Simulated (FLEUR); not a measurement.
# GaP (F-43m) in FLEUR: a series of runs

The runs below take GaP through band structure, with PBEsol, LDA, r2SCAN.

Everything below comes from runs of FLEUR MaX-R8.1 (later development tree). Logs are shortened: lines on timing, memory, paths and dates and some standing lists are left out, and cuts for length are marked.

**What was measured.**

From “Stacking defects in GaP nanowires: Electronic structure and optical properties”, 2018, arxiv:1810.01194, for a bulk crystal of GaP at 10 K: band gap 2.34 eV (indirect).

The results are compared with them further down.

## (1) The crystal as given

Symmetry: F-43m, No. 216, cubic system. Conventional cell: a = 5.451 Å, b = 5.451 Å, c = 5.451 Å, α = 90.00°, β = 90.00°, γ = 90.00°. Ga (site symmetry -43m) has 4 P at 2.36 Å as nearest neighbours. P (site symmetry -43m) has 4 Ga at 2.36 Å as nearest neighbours.

## (2) Band structure, PBEsol

inp.xml

```xml
<?xml version="1.0" encoding="UTF-8" standalone="no"?>
<fleurInput fleurInputVersion="0.39">
   <comment>
      GaP                                                                                                 
   </comment>
   <calculationSetup>
      <cutoffs Kmax="5.05" Gmax="15.7" GmaxXC="15.7" numbands="0"/>
      <scfLoop itmax="60" minDistance="0.00001" maxIterBroyd="15" imix="Anderson" alpha="0.05" precondParam="0.0" spinf="2.0" sdNocoIR="T"/>
      <coreElectrons ctail="T" frcor="F" kcrel="0" coretail_lmax="0"/>
      <xcFunctional name="PBEs" relativisticCorrections="F"/>
      <magnetism jspins="1"/>
      <soc l_soc="F" theta="0.0" phi="0.0" spav="F"/>
      <expertModes spex="0" secvar="F"/>
      <geometryOptimization l_f="F" forcealpha="1.0" forcemix="BFGS" epsdisp="0.00001" epsforce="0.00001"/>
      <ldaU l_linMix="F" mixParam="0.05" spinf="1.0"/>
   </calculationSetup>
   <cell>
      <bzIntegration valenceElectrons="32.0" mode="hist" fermiSmearingEnergy="0.00183747">
         <kPointListSelection listName="default-1"/>
         <!-- k-points included here -->
         <xi:include xmlns:xi="http://www.w3.org/2001/XInclude" href="kpts.xml"> </xi:include>
      </bzIntegration>
      <!-- symmetry operations included here -->
      <xi:include xmlns:xi="http://www.w3.org/2001/XInclude" href="sym.xml"> </xi:include>
      <bulkLattice scale="1.0">
         <bravaisMatrix>
[... 32 lines left out ...]
         </electronConfig>
         <energyParameters s="3" p="3" d="3" f="4"/>
         <lo type="SCLO" l="1" n="2" eDeriv="0"/>
         <lo type="SCLO" l="0" n="3" eDeriv="2"/>
         <lo type="SCLO" l="2" n="3" eDeriv="2"/>
         <lo type="SCLO" l="3" n="4" eDeriv="2"/>
      </species>
   </atomSpecies>
   <atomGroups>
      <atomGroup species="Gallium (Ga)">
         <relPos label="                   1">.0000000000 .0000000000 .0000000000</relPos>
         <force calculate="T" relaxXYZ="TTT"/>
      </atomGroup>
      <atomGroup species="Phosphorous (P)">
         <relPos label="                   2">-1.000/4.000 -1.000/4.000 -1.000/4.000</relPos>
         <force calculate="T" relaxXYZ="TTT"/>
      </atomGroup>
   </atomGroups>
   <output dos="F" band="F" slice="F">
      <checks vchk="F" cdinf="F"/>
      <bandDOS minEnergy="-.5*Htr" maxEnergy="0.5*Htr" sigma="0.015" storeEVData="T"/>
      <vacuumDOS vacdos="F" integ="F" star="F" nstars="0" locx1="0.0" locy1="0.0" locx2="0.0" locy2="0.0" nstm="0" tworkf="0.0"/>
      <unfoldingBand unfoldBand="F" supercellX="1" supercellY="1" supercellZ="1"/>
      <plotting iplot="0" polar="F">
         <plot TwoD="T" vec1="  1.0  0.0  0.0" vec2="  0.0  1.0  0.0" vec3="  0.0  0.0  1.0" zero="  0.0  0.0  0.0" file="plot"/>
      </plotting>
      <chargeDensitySlicing numkpt="0" minEigenval="0.0" maxEigenval="0.0" nnne="0" pallst="F"/>
      <specialOutput eonly="F"/>
      <moessbauerParams electricFieldGradient="T" isomerShift="T" coreHyperfine="T" valenceHyperfine="T"/>
      <magneticCircularDichroism mcd="F" energyLo="-10.0" energyUp="0.0"/>
   </output>
  <!-- We include the file relax.xml here to enable relaxations (see documentation) -->
  <xi:include xmlns:xi="http://www.w3.org/2001/XInclude" href="relax.xml"> <xi:fallback/> </xi:include>
</fleurInput>
```

crystal.txt

```
GaP
&input cartesian=F /
0.0000000000  2.7252500000  2.7252500000
2.7252500000  0.0000000000  2.7252500000
2.7252500000  2.7252500000  0.0000000000
1.8897261246
1.0 1.0 1.0

2
31 0.0000000000  0.0000000000  0.0000000000
15 0.7500000000  0.7500000000  0.7500000000

&kpt div1=8 div2=8 div3=8 gamma=T /
```

inp.xml (bands)

```
<?xml version="1.0" encoding="UTF-8" standalone="no"?>
<fleurInput fleurInputVersion="0.39">
   <comment>
      GaP                                                                                                 
   </comment>
   <calculationSetup>
      <cutoffs Kmax="5.05" Gmax="15.7" GmaxXC="15.7" numbands="0"/>
      <scfLoop itmax="60" minDistance="0.00001" maxIterBroyd="15" imix="Anderson" alpha="0.05" precondParam="0.0" spinf="2.0" sdNocoIR="T"/>
      <coreElectrons ctail="T" frcor="F" kcrel="0" coretail_lmax="0"/>
      <xcFunctional name="PBEs" relativisticCorrections="F"/>
      <magnetism jspins="1"/>
      <soc l_soc="F" theta="0.0" phi="0.0" spav="F"/>
      <expertModes spex="0" secvar="F"/>
      <geometryOptimization l_f="F" forcealpha="1.0" forcemix="BFGS" epsdisp="0.00001" epsforce="0.00001"/>
      <ldaU l_linMix="F" mixParam="0.05" spinf="1.0"/>
   </calculationSetup>
   <cell>
      <bzIntegration valenceElectrons="32.0" mode="hist" fermiSmearingEnergy="0.00183747">
         <kPointListSelection listName="path-1"/>
         <!-- k-points included here -->
         <xi:include xmlns:xi="http://www.w3.org/2001/XInclude" href="kpts.xml"> </xi:include>
      </bzIntegration>
      <!-- symmetry operations included here -->
      <xi:include xmlns:xi="http://www.w3.org/2001/XInclude" href="sym.xml"> </xi:include>
      <bulkLattice scale="1.0">
         <bravaisMatrix>
[... 32 lines left out ...]
         </electronConfig>
         <energyParameters s="3" p="3" d="3" f="4"/>
         <lo type="SCLO" l="1" n="2" eDeriv="0"/>
         <lo type="SCLO" l="0" n="3" eDeriv="2"/>
         <lo type="SCLO" l="2" n="3" eDeriv="2"/>
         <lo type="SCLO" l="3" n="4" eDeriv="2"/>
      </species>
   </atomSpecies>
   <atomGroups>
      <atomGroup species="Gallium (Ga)">
         <relPos label="                   1">.0000000000 .0000000000 .0000000000</relPos>
         <force calculate="T" relaxXYZ="TTT"/>
      </atomGroup>
      <atomGroup species="Phosphorous (P)">
         <relPos label="                   2">-1.000/4.000 -1.000/4.000 -1.000/4.000</relPos>
         <force calculate="T" relaxXYZ="TTT"/>
      </atomGroup>
   </atomGroups>
   <output dos="F" band="T" slice="F">
      <checks vchk="F" cdinf="F"/>
      <bandDOS minEnergy="-.5*Htr" maxEnergy="0.5*Htr" sigma="0.015" storeEVData="T"/>
      <vacuumDOS vacdos="F" integ="F" star="F" nstars="0" locx1="0.0" locy1="0.0" locx2="0.0" locy2="0.0" nstm="0" tworkf="0.0"/>
      <unfoldingBand unfoldBand="F" supercellX="1" supercellY="1" supercellZ="1"/>
      <plotting iplot="0" polar="F">
         <plot TwoD="T" vec1="  1.0  0.0  0.0" vec2="  0.0  1.0  0.0" vec3="  0.0  0.0  1.0" zero="  0.0  0.0  0.0" file="plot"/>
      </plotting>
      <chargeDensitySlicing numkpt="0" minEigenval="0.0" maxEigenval="0.0" nnne="0" pallst="F"/>
      <specialOutput eonly="F"/>
      <moessbauerParams electricFieldGradient="T" isomerShift="T" coreHyperfine="T" valenceHyperfine="T"/>
      <magneticCircularDichroism mcd="F" energyLo="-10.0" energyUp="0.0"/>
   </output>
  <!-- We include the file relax.xml here to enable relaxations (see documentation) -->
  <xi:include xmlns:xi="http://www.w3.org/2001/XInclude" href="relax.xml"> <xi:fallback/> </xi:include>
</fleurInput>
```

Potentials or basis: all-electron, FLAPW.

Started as:

```
inpgen -f crystal.txt -profile fastHighL
# inp.xml edited to the form shown
fleur_MPI
fleur_MPI   # second run, on inp.xml (bands)
```

Output:

```text
Welcome to FLEUR        (www.flapw.de)
      MaX-Release 8.1          (www.max-centre.eu)

 ========== k-point set info ==========
 Selected k-point list: default-1
 k-point list type: mesh
 8 x 8 x 8
 Number of k points: 29

 ------------Calculation Setup---------------------------
 Number of MPI-tasks      :            1
 Number of PE/node        :            1
 Number of OMP-threads    :            1
 Most efficient MPI parallelization for:
           1          29
 Additional eigenvalue parallelization possible
 Number of basis functions:          693
 Approximate size of matrices (H+S) per k-point:         0.014 GB
 --------------------------------------------------------
 Iteration:     1   Distance:       8.24375408 me/bohr^3
 Iteration:     2   Distance:       7.53621642 me/bohr^3
 Iteration:     3   Distance:       4.14950546 me/bohr^3
 Iteration:     4   Distance:       1.29954526 me/bohr^3
 Iteration:     5   Distance:       1.05269470 me/bohr^3
 Iteration:     6   Distance:       0.24720934 me/bohr^3
 Iteration:     7   Distance:       0.13547947 me/bohr^3
 Iteration:     8   Distance:       0.03112586 me/bohr^3
 Iteration:     9   Distance:       0.00772627 me/bohr^3
 Iteration:    10   Distance:       0.00312938 me/bohr^3
 Iteration:    11   Distance:       0.00049827 me/bohr^3
 Iteration:    12   Distance:       0.00045418 me/bohr^3
 Iteration:    13   Distance:       0.00009477 me/bohr^3
 Iteration:    14   Distance:       0.00000771 me/bohr^3

 ********************************************************************
 Run finished successfully
 Stop message:
   all done
 ********************************************************************
```

output (bands):

```text
Welcome to FLEUR        (www.flapw.de)
      MaX-Release 8.1          (www.max-centre.eu)

 ========== k-point set info ==========
 Selected k-point list: path-1
 k-point list type: path
 Number of k points: 60

 ------------Calculation Setup---------------------------
 Number of MPI-tasks      :            1
 Number of PE/node        :            1
 Number of OMP-threads    :            1
 Most efficient MPI parallelization for:
           1           2           3           4           5           6          10          12          15          20          30          60
 Additional eigenvalue parallelization possible
 Number of basis functions:          693
 Approximate size of matrices (H+S) per k-point:         0.014 GB
 --------------------------------------------------------
 Fermi energy correction for insulators:
 No automatic correction of the Fermi energy has been performed.

 Note: Band structure data (together with different weights) is also stored in the banddos.hdf file.
       A convenient way of extracting and plotting the data from that file is by making use of the

 ********************************************************************
 Run finished successfully
 Stop message:
   Charge density postprocessing done.
 ********************************************************************
```

out.xml (last iteration):

```text
<iteration numberForCurrentRun="   14" overallNumber="   14">
         <energyParameters units="Htr">
            <atomicEP atomType="1" spin="1" branch="4s" branchLowest="-5.05" branchHighest="1.21" value="-0.0666454063"/>
            <atomicEP atomType="1" spin="1" branch="4p" branchLowest="-3.24" branchHighest="1.88" value="0.1173713424"/>
            <atomicEP atomType="1" spin="1" branch="3d" branchLowest="-9.99" branchHighest="-0.27" value="-0.3181859798"/>
            <atomicEP atomType="1" spin="1" branch="4f" branchLowest="-9.99" branchHighest="3.66" value="0.4622671184"/>
            <loAtomicEP atomType="1" spin="1" branch="3s" branchLowest="-45.95" branchHighest="-5.05" value="-5.0471490568"/>
            <loAtomicEP atomType="1" spin="1" branch="3p" branchLowest="-39.96" branchHighest="-3.24" value="-3.2444423109"/>
            <loAtomicEP atomType="1" spin="1" branch="3p" branchLowest="-39.96" branchHighest="-3.24" value="-3.2444423109"/>
            <heloAtomicEP atomType="1" spin="1" branch="4d" branchLowest="2.25" branchHighest="2.25" value="2.2517465497"/>
            <heloAtomicEP atomType="1" spin="1" branch="4d" branchLowest="2.25" branchHighest="2.25" value="2.2517465497"/>
            <loAtomicEP atomType="1" spin="1" branch="4f" branchLowest="-9.99" branchHighest="3.66" value="0.4622701528"/>
            <atomicEP atomType="2" spin="1" branch="3s" branchLowest="-5.94" branchHighest="1.15" value="-0.2584253186"/>
            <atomicEP atomType="2" spin="1" branch="3p" branchLowest="-4.13" branchHighest="1.69" value="-0.0459725681"/>
            <atomicEP atomType="2" spin="1" branch="3d" branchLowest="-9.99" branchHighest="2.15" value="0.1591849770"/>
            <atomicEP atomType="2" spin="1" branch="4f" branchLowest="-9.99" branchHighest="4.84" value="0.3258412169"/>
            <loAtomicEP atomType="2" spin="1" branch="2p" branchLowest="-9.99" branchHighest="-4.13" value="-4.1341315752"/>
            <loAtomicEP atomType="2" spin="1" branch="3s" branchLowest="-5.94" branchHighest="1.15" value="-0.2584253186"/>
            <loAtomicEP atomType="2" spin="1" branch="3d" branchLowest="-9.99" branchHighest="2.15" value="0.1591845469"/>
            <loAtomicEP atomType="2" spin="1" branch="4f" branchLowest="-9.99" branchHighest="4.84" value="0.3258453515"/>
         </energyParameters>
         <eigenvalues>
            <eigenvaluesAt spin="1" ikpt="1" k_x="0.00000000" k_y="0.00000000" k_z="0.00000000">
                      -5.0471475384       -4.1340137028       -4.1340137028       -4.1340137028       -3.2427553596
                      -3.2427553596       -3.2427553596       -0.3268684366       -0.3268684366       -0.3268684366
                      -0.3232023069       -0.3232023069       -0.2523704474        0.2077291982        0.2077291982
                       0.2077291982        0.2719496627        0.3482112649        0.3482112649        0.3482112649
                       0.5233457909        0.5638336595        0.5638336595        0.6591359888        0.6591359888
            </eigenvaluesAt>
            <eigenvaluesAt spin="1" ikpt="2" k_x="0.00000000" k_y="0.00000000" k_z="0.12500000">
                      -5.0471475114       -4.1340132545       -4.1340132545       -4.1340131943       -3.2427555151
                      -3.2427552740       -3.2427552740       -0.3273766427       -0.3266931105       -0.3266931105
                      -0.3232031262       -0.3232031262       -0.2448889037        0.1470244389        0.1991626388
[... 33 lines left out ...]
            <state n="2" l="1" j="1.5" energy="-39.6307379322" weight="2.0000000000"/>
         </coreStates>
         <coreStates atomType="     2" atomicNumber=" 15" spin="1" kinEnergy="    244.9736070106" eigValSum="   -163.8953610355" lostElectrons=" 0.000157">
            <state n="1" l="0" j="0.5" energy="-76.0033481726" weight="1.0000000000"/>
            <state n="2" l="0" j="0.5" energy="-5.9443323451" weight="1.0000000000"/>
         </coreStates>
         <allElectronCharges>
            <spinDependentCharge spin="1" total="46.0000000" interstitial="4.1077753" mtSpheres="41.8922247"/>
            <totalCharge value="45.9999999972"/>
         </allElectronCharges>
         <moessbauerParams unitsHFF="kG" unitsIS="e/bohr^3" unitsEFG="Htr/bohr^2">
            <coreIsomerShift atomType="1" isTotal="27949.38346">
               <shell n="1" l="0" isomerShift="25400.37075"/>
               <shell n="2" l="0" isomerShift="2528.33828"/>
               <shell n="2" l="1" isomerShift="20.67443"/>
            </coreIsomerShift>
            <coreIsomerShift atomType="2" isTotal="2368.35393">
               <shell n="1" l="0" isomerShift="2205.93141"/>
               <shell n="2" l="0" isomerShift="162.42252"/>
            </coreIsomerShift>
            <isomerShift atomType="1" nucleusRadius="0.0000972" averageDensity="28348.60132"/>
            <isomerShift atomType="2" nucleusRadius="0.0000742" averageDensity="2380.81897"/>
            <electricFieldGradient atomType="1" VXX="0.00000" VYY="0.00000" VZZ="0.00000" asymParam="0.00000">
            </electricFieldGradient>
            <electricFieldGradient atomType="2" VXX="0.00000" VYY="0.00000" VZZ="0.00000" asymParam="0.00000">
            </electricFieldGradient>
         </moessbauerParams>
         <totalEnergy                                    value="    -2284.2063185275" units="Htr">
            <sumOfEigenvalues                            value="    -1303.3452683030">
               <coreElectrons value="-1245.8888996891"/>
               <valenceElectrons value="-57.4563686138"/>
            </sumOfEigenvalues>
            <densityCoulombPotentialIntegral value="-3499.6840154960"/>
            <densityEffectivePotentialIntegral value="-3626.5237405364"/>
            <chargeDenXCDenIntegral value="-96.8258988567"/>
            <FockExchangeEnergyValence value="0.0000000000"/>
            <FockExchangeEnergyCore value="0.0000000000"/>
            <atomTypeDependentContributions atomType="1">
               <electronNucleiInteractionDifferentMTs value="2336.1434437951"/>
               <MadelungTerm value="-13.9184546766"/>
            </atomTypeDependentContributions>
            <atomTypeDependentContributions atomType="2">
               <electronNucleiInteractionDifferentMTs value="401.1767058391"/>
               <MadelungTerm value="-9.4782798454"/>
            </atomTypeDependentContributions>
            <tkbTimesEntropy value="0.0000000000"/>
            <freeEnergy value="-2284.2063185275"/>
            <extrapolationTo0K value="-2284.2063185275"/>
         </totalEnergy>
         <densityConvergence units="me/bohr^3">
            <chargeDensity spin="1" distance="0.0000077128"/>
         </densityConvergence>
      </iteration>
```

Wall time 76 s (1 thread of Intel Xeon 6975P-C (Granite Rapids), shared host); peak memory 0.07 GiB.

Results:

| Quantity | Value |
| --- | --- |
| Free energy | -62156.4204 eV |
| Band gap on the k mesh | 1.52 eV, indirect (least direct gap 1.75 eV) |
| Band gap along the path | 1.47 eV, indirect (least direct gap 1.75 eV) |
| Valence electrons inside the program's atomic spheres | Ga 19.30; P 8.59 (radii Ga 2.19, P 1.94 bohr) |

Levels at the corners of the path, in eV from the valence-band top:
```tsv
point	band 13	band 14	band 15	band 16	band 17	band 18	band 19	band 20
Γ	-12.52	0.00	0.00	0.00	1.75	3.82	3.82	3.82
X	-9.52	-6.80	-2.71	-2.71	1.52	1.72	10.53	10.53
W	-9.43	-6.59	-3.63	-3.47	4.60	4.83	6.01	6.02
K	-9.56	-6.59	-3.99	-2.28	2.07	4.72	8.17	8.18
Γ	-12.52	0.00	0.00	0.00	1.75	3.82	3.82	3.82
L	-10.43	-6.69	-1.13	-1.13	1.59	4.64	4.64	8.09
U	-9.56	-6.59	-3.99	-2.28	2.07	4.72	8.17	8.18
W	-9.43	-6.59	-3.63	-3.47	4.60	4.83	6.01	6.02
L	-10.43	-6.69	-1.13	-1.13	1.59	4.64	4.64	8.09
K	-9.56	-6.59	-3.99	-2.28	2.07	4.72	8.17	8.18
U	-9.56	-6.59	-3.99	-2.28	2.07	4.72	8.17	8.18
X	-9.52	-6.80	-2.71	-2.71	1.52	1.72	10.53	10.53
```

Core levels (eV from the Fermi level):
```csv
atom,levels
1 Ga,"1s1/2 -10213.7, 2s1/2 -1256.0, 2p1/2 -1111.7, 2p3/2 -1084.1"
2 P,"1s1/2 -2073.8, 2s1/2 -167.4"
```

(Continued in part 2 of 2.)
